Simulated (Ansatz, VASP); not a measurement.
# NiTe2 (Melonite) in two plane-wave programs

Wanted: the spread between two codes on one cell, functional and k mesh. The structure shown comes from an earlier Ansatz run, which isn't shown and may have moved the atoms alone.

Method: plane waves, with VASP 6.6.1 beside it; elastic constants at LDA, in Ansatz 0.2.0.

## (1) The starting structure

Symmetry: P-3m1, No. 164, trigonal system. Conventional cell: a = 3.764 Å, b = 3.764 Å, c = 5.298 Å, α = 90.00°, β = 90.00°, γ = 120.00°. Nearest to Ni lie 6 Te at 2.53 Å. Te has 3 Ni at 2.53 Å nearest. Farther neighbours and most contacts between anions are not listed.

## (2) Ansatz: elastic constants, LDA

Ansatz runs on its default PAW (the set named soft_2) files.

Elastic constants are differences of stresses under small strains, so they test the stress and the mesh.

input.yaml

```yaml
crystal:
  lattice:
    - [3.7640840722, 0.0, 0.0]
    - [-1.8820420361, 3.2597924285, 0.0]
    - [0.0, 0.0, 5.2983887191]
  atoms:
    - { symbol: Ni, position: [0.0, 0.0, 0.0] }
    - { symbol: Te, position: [0.3333333333, 0.6666666667, 0.2462632473] }
    - { symbol: Te, position: [0.6666666667, 0.3333333333, 0.7537367527] }
kpoints:
  mp_grid: { grid: [4, 4, 4] }
hamiltonian:
  xc: lda
scf:
  occupations: { method: methfessel_paxton, width: 0.25 }
output:
  forces: true
  stress: true
  eigenvalues: true
elastic:
  mode: relaxed_ion
  stencil: two_point
  amplitude: 0.01
```

The run is started by

```
> ansatz run input.yaml --threads 8 --pin off --max-ram 16384MiB --backend cpu --events-out ev --progress --plain --runs-dir out
```

Numbers of over 12 decimals in the logs are rounded to 6 here.

Output:

```text
Engine: ansatz 0.2.0, x86_64-unknown-linux-gnu
Pseudopotentials: kind: paw
Pseudopotential: Ni, paw, valence charge 18, recommended cutoff 420 eV (normal), Ni.paw.azcp
Pseudopotential: Te, paw, valence charge 16, recommended cutoff 420 eV (normal), Te.paw.azcp
Functional definition: SPW92
  exchange = slater_x
  correlation = pw_c
Crystal: 3 atoms, lattice volume = 65.012 Å³
Basis set: ecut = 420 eV, 1277 PW (Γ)
Bands: 30, of which v1, the nominal top of the filled ones, is band 25 counted from 1 (24 counted from 0)
Symmetry: 12 space group operations
Space group: P-3m1 (ITA 164), of the structure as read, at distance tolerance 4.0e-5 Å
k-points: 13 of 64
Non-local potential: Ni, projectors of the file, l = 0: 3, l = 1: 2, l = 2: 3, l = 3: 1
Non-local potential: Te, projectors of the file, l = 0: 2, l = 1: 2, l = 2: 2, l = 3: 2
PAW form: soft (Blöchl's): semilocal exchange-correlation on the pseudo side does not see the compensation charge
PAW frozen core: Ni, regenerated for the run's functional, and the local potential with it (the file was generated under x = pbe(κ = 0.804, μ = 0.219515), c = pbe(β = 0.066725))
PAW frozen core: Te, regenerated for the run's functional, and the local potential with it (the file was generated under x = pbe(κ = 0.804, μ = 0.219515), c = pbe(β = 0.066725))
PAW one-centre angular grid: Ni, 590 points (default); XC on 64 Gauss nodes
PAW one-centre angular grid: Te, 590 points (default); XC on 64 Gauss nodes
Initial density: superposition of atomic densities (neutral atoms: chi_scale 0, normalization atom), corrected by the library's trained network
Initial wavefunctions: pseudopotential atomic-orbital guess
Functional: x = slater, c = lda
SCF iter   1: F=—  HF=-19428.605774 eV  |F-HF|=—  |Δ(HF+E_count)|=         —  Δρ=1.05e-2  dr2=2.76e-2  ethr=1.77e-3  ⟨swp⟩=6.0  Hψ=1572  notcnv=0
preconditioner: auto → LDOS  [metal: Δε(μ)=0.120 eV  Ē_g=8.550 eV  σ=0.250 eV  W_gap=0.38  n_scr=22 (ndim 8)  ℏωp=21.6 eV  f_vac=0.012  D(μ)=2.11/eV (n_scr^D=22)  β→1.0]
SCF iter   2: F=—  HF=-19428.605609 eV  |F-HF|=—  |Δ(HF+E_count)|=   1.65e-4  S|Δr|=    0.00e0  Δρ=9.56e-3  dr2=3.21e-2  ethr=5.53e-5  ⟨swp⟩=2.0  Hψ=849  notcnv=0
SCF iter   3: F=—  HF=-19428.600061 eV  |F-HF|=—  |Δ(HF+E_count)|=   5.55e-3  S|Δr|=    0.00e0  Δρ=5.30e-3  dr2=1.13e-2  ethr=5.53e-5  ⟨swp⟩=2.3  Hψ=734  notcnv=0
SCF iter   4: F=—  HF=-19428.598914 eV  |F-HF|=—  |Δ(HF+E_count)|=   1.15e-3  S|Δr|=    0.00e0  Δρ=2.66e-3  dr2=2.84e-3  ethr=2.25e-5  ⟨swp⟩=1.0  Hψ=385  notcnv=0
SCF iter   5: F=—  HF=-19428.598557 eV  |F-HF|=—  |Δ(HF+E_count)|=   3.56e-4  S|Δr|=    0.00e0  Δρ=7.57e-4  dr2=2.58e-4  ethr=5.68e-6  ⟨swp⟩=2.0  Hψ=434  notcnv=0
SCF iter   6: F=—  HF=-19428.598536 eV  |F-HF|=—  |Δ(HF+E_count)|=   2.11e-5  S|Δr|=    0.00e0  Δρ=7.50e-5  dr2=3.33e-6  ethr=5.17e-7  ⟨swp⟩=2.0  Hψ=447  notcnv=0
SCF iter   7: F=—  HF=-19428.598529 eV  |F-HF|=—  |Δ(HF+E_count)|=   7.30e-6  S|Δr|=    0.00e0  Δρ=2.15e-5  dr2=2.27e-7  ethr=6.66e-9  ⟨swp⟩=2.0  Hψ=490  notcnv=0
SCF iter   8: F=—  HF=-19428.598529 eV  |F-HF|=—  |Δ(HF+E_count)|=   9.58e-9  S|Δr|=    0.00e0  Δρ=4.63e-6  dr2=9.80e-9  ethr=4.54e-10  ⟨swp⟩=2.1  Hψ=493  notcnv=0
SCF iter   9: F=—  HF=-19428.598529 eV  |F-HF|=—  |Δ(HF+E_count)|=  2.69e-10  S|Δr|=    0.00e0  Δρ=1.55e-6  dr2=1.03e-9  ethr=1.96e-11  ⟨swp⟩=2.9  Hψ=742  notcnv=0
SCF iter  10: F=—  HF=-19428.598529 eV  |F-HF|=—  |Δ(HF+E_count)|=  6.55e-11  S|Δr|=    0.00e0  Δρ=9.50e-7  dr2=4.33e-10  ethr=2.06e-12  ⟨swp⟩=2.2  Hψ=641  notcnv=0
SCF iter  11: F=—  HF=-19428.598529 eV  |F-HF|=—  |Δ(HF+E_count)|=  2.55e-11  S|Δr|=    0.00e0  Δρ=1.91e-7  dr2=1.94e-11  ethr=8.67e-13 (applied; sched 1.00e-12)  ⟨swp⟩=1.2  Hψ=390  notcnv=0
SCF iter  12: F=—  HF=-19428.598529 eV  |F-HF|=—  |Δ(HF+E_count)|=  3.64e-12  S|Δr|=    0.00e0  Δρ=1.79e-8  dr2=2.64e-13  ethr=3.88e-14 (applied; sched 1.00e-12)  ⟨swp⟩=2.5  Hψ=506  notcnv=0  defer=5
SCF iter  13: F=-19428.598529 eV  HF=-19428.598529 eV  |F-HF|=3.64e-12  |Δ(HF+E_count)|=  7.28e-12  S|Δr|=    0.00e0  Δρ=2.67e-9  dr2=2.61e-15  ethr=1.00e-12  ⟨swp⟩=6.8  Hψ=1436  notcnv=0
SCF 1 converged in 13 iterations: F = -19428.598529 eV  dr2 = 2.61e-15
  greatest PAW one-centre occupation: 1.002 electrons in one spin orbital (limit 2), on the Ni atom at site 0 (counted from 0), in its partial waves of l = 1
relax step   1: F+E_penalty+E_count = -19428.59852899 eV  Δ(F+E_penalty+E_count) = +0.000e0 eV  max|allowed force component| = 6.769e-4 eV/Å  Δτ_max = 0.0000 Å  (13 SCF iters, accepted)
[...]
relax step   2: F+E_penalty+E_count = -19428.59822658 eV  Δ(F+E_penalty+E_count) = -4.124e-4 eV  max|allowed force component| = 2.369e-3 eV/Å  Δτ_max = 0.0094 Å  (11 SCF iters, accepted)
[...]
relax step   3: F+E_penalty+E_count = -19428.59822735 eV  Δ(F+E_penalty+E_count) = -7.643e-7 eV  max|allowed force component| = 8.305e-6 eV/Å  Δτ_max = 0.0003 Å  (9 SCF iters, accepted)
iter 1 solved again at ethr=1.00e-12 eV; its pass at ethr=3.10e-3 eV (dr2=6.54e-14 eV) is discarded
SCF iter   1: F=—  HF=-19428.598227 eV  |F-HF|=—  |Δ(HF+E_count)|=         —  Δρ=2.63e-9  dr2=2.87e-15  ethr=1.00e-12  ⟨swp⟩=2.1  Hψ=3171  notcnv=0
SCF iter   2: F=-19428.598227 eV  HF=-19428.598227 eV  |F-HF|=0.00e0  |Δ(HF+E_count)|=  3.64e-12  S|Δr|=    0.00e0  Δρ=3.74e-9  dr2=5.38e-15  ethr=1.00e-12  ⟨swp⟩=4.5  Hψ=2659  notcnv=0
SCF 32 converged in 2 iterations: F = -19428.598227 eV  dr2 = 5.38e-15
SCF converged after 10 iterations
Stability not checked: this state was not tested for a lower state beside it, because cold or Methfessel-Paxton smearing, or corrected tetrahedra, fill the levels in a way that the test cannot read (fill_not_monotonic; see scf.lower_state_search)
Free energy (F): -19428.598529 eV
Harris-Foulkes:  -19428.598529 eV  (|F-HF|=0.00e0)
Internal energy: -19428.590501 eV  (E = F + TS)
E sigma→0 (E₀):  -19428.596522 eV
Entropy (-TS):   -0.008028 eV (-2.676 meV/atom)
Fermi energy:    12.863666 eV
Step filling:    the computed levels leave a gap of 0.1410 eV = 0.6 smearing widths at the electron count; against every level under it full and every level over it empty, smearing changes F+E_penalty+E_count by +1.318 meV and its σ→0 estimate by +3.325 meV
--- Per-component energies (eV) ---
  E_band       = -788.744449
  E_kinetic    = 652.226724
  E_local      = -6983.338127  (includes V_loc(G=0)·N_el)
  E_nonlocal   = 31.559108
  E_hartree    = 3564.289523
  E_xc         = -334.616744
  E_vxc        = -322.262988  (∫ρ·V_xc dr)
  E_paw        = -10585.883649  (= ΣΔE_a)
  E_vpaw       = -1295.508237  (= ΣTr[D̂ρ^β])
  E_aug_tail   = 0.000023  (compensation charges beyond the density's cutoff)
  E_ewald      = -5774.618804
  E_core_change = 1.791443  (= ΣΔE_core)
  E_smearing   = -0.008028  (= −TS)
  E_closure    = 0.000000  (closes the sum)
  Σ components = -19428.598529   (vs F -19428.598529, Δ=0.00e0)
--- Forces (eV/Å), atoms counted from 1 ---
  atom   1  Ni    -0.00000000    -0.00000000     0.00000000
  atom   2  Te     0.00000000     0.00000000    -0.00000006
  atom   3  Te     0.00000000     0.00000000     0.00000006
  max |Σ_I F_I| component: 5.78e-19 eV/Å
--- Stress (GPa, compression-positive) ---
       -0.021661       0.000000       0.000000
        0.000000      -0.021661       0.000000
        0.000000       0.000000       0.013028
  P = ⅓ Tr σ = -0.0101 GPa (-0.101 kbar)
--- Band table (eV; the first three rows and the last of 13) ---
  k-point 0: bands = [... 21 lower, 11.0408, 13.2944, 13.2944, 14.0394, 14.0394, 15.2082, 16.6678, 18.7800, ... 1 higher]
  k-point 1: bands = [... 21 lower, 11.0371, 12.9942, 12.9942, 13.7979, 14.4262, 14.4262, 16.9857, 18.9296, ... 1 higher]
  k-point 2: bands = [... 21 lower, 10.9351, 12.0862, 12.7891, 12.7891, 14.7373, 14.7373, 17.5793, 18.4983, ... 1 higher]
  k-point 12: bands = [... 21 lower, 10.5662, 10.7645, 10.9625, 11.2151, 14.5136, 14.5667, 19.0501, 19.3676, ... 1 higher]
--- Elastic constants: 3 strain directions × 2 members + reference (group order 12) ---
  dense FFT box of the reference and of every strained cell: 27×27×36
  strains applied: 11, 33, 23; error gains: componentwise 1.00 (the most a stress slope's error grows in a printed constant), spectral 1.41 (1 for all six strains in a standard setting)
  reference relaxed by the batch: 3 steps; max|allowed force component| 6.77e-4 eV/Å at the deck's positions, 5.70e-8 at the last accepted step, 6.25e-8 by the solve of record
  largest displacement 5.9e-5 Å; the constants are those of the deck's cell at these positions:
  atoms:
    - { symbol: Ni, position: [0, 0.0, 0] }
    - { symbol: Te, position: [0.333333, 0.666667, 0.246274] }
    - { symbol: Te, position: [0.666667, 0.333333, 0.753726] }
  C = ∂σ_k/∂η_j (tension-positive GPa; Voigt order 11 22 33 23 13 12):
       125.308     52.943     55.469    -18.498     -0.000     -0.000
        52.943    125.308     55.469     18.498     -0.000      0.000
        55.101     55.101     68.156     -0.000     -0.000     -0.000
       -18.154     18.154      0.000     15.154      0.000     -0.000
        -0.000      0.000      0.000     -0.000     15.154    -18.154
        -0.000      0.000      0.000     -0.000    -18.498     36.183
  reference stress σ⁰ (GPa):      0.022      0.022     -0.013     -0.000     -0.000     -0.000
  C* (energy form; C + prestress term) asymmetry max|C*_kj − C*_jk| = 4.026e-1 GPa — a small one proves nothing (zero by symmetry where the batch's group is 432, −43m or m−3m); a large one is finite-difference/SCF noise where every solve meets its electron count
  moduli (Voigt/Reuss/Hill, GPa): K = 71.76/64.61/68.18   G = 23.65/9.02/16.33   E = 45.37   ν = 0.389
  mechanically stable: yes (min eigenvalue of sym C = 4.54 GPa)
  strain η (Voigt 11):  stress-route row diagonal C_11 = 125.31 GPa, energy-path curvature d²(F+E_count+ΔE)/dδ²/Ω₀ = 124.86 GPa
         δ    σ_11 (GPa)             F (eV)   n_scf  n_hpsi   n_pw
    -1.000e-2      -1.2989      -19428.5959582       2    6146   1284   relax 5 steps, max|allowed force component| 8.82e-6 eV/Å
     1.000e-2       1.2073      -19428.5959992       2    6218   1300   relax 4 steps, max|allowed force component| 3.15e-6 eV/Å
  strain η (Voigt 33):  stress-route row diagonal C_33 = 68.16 GPa, energy-path curvature d²(F+E_count+ΔE)/dδ²/Ω₀ = 68.35 GPa
         δ    σ_33 (GPa)             F (eV)   n_scf  n_hpsi   n_pw
    -1.000e-2      -0.7186      -19428.5970536       2    3322   1280   relax 3 steps, max|allowed force component| 2.62e-5 eV/Å
     1.000e-2       0.6446      -19428.5972335       2    3299   1300   relax 3 steps, max|allowed force component| 4.88e-5 eV/Å
  strain η (Voigt 23):  stress-route row diagonal C_44 = 15.15 GPa, energy-path curvature d²(F+E_count+ΔE)/dδ²/Ω₀ = 15.16 GPa
         δ    σ_23 (GPa)             F (eV)   n_scf  n_hpsi   n_pw
    -1.000e-2      -0.1668      -19428.5981842       2    6375   1298   relax 4 steps, max|allowed force component| 4.88e-6 eV/Å
     1.000e-2       0.1363      -19428.5982273       2    6270   1298   relax 3 steps, max|allowed force component| 8.31e-6 eV/Å
```

[end of part 1 of 2]

[Lines on the potential files, build, host, timing and source positions are cut from VASP's logs without a mark.]

[Logs are printed without paths, hosts, clocks, repeated set-up lines and the standing remarks that a program may print on its own settings, such as how far it seeks lower states.]

[Hosts, paths, dates, database ids (printed as entryN), source tags and the programs' standing remarks are cut or masked in the printed files.]
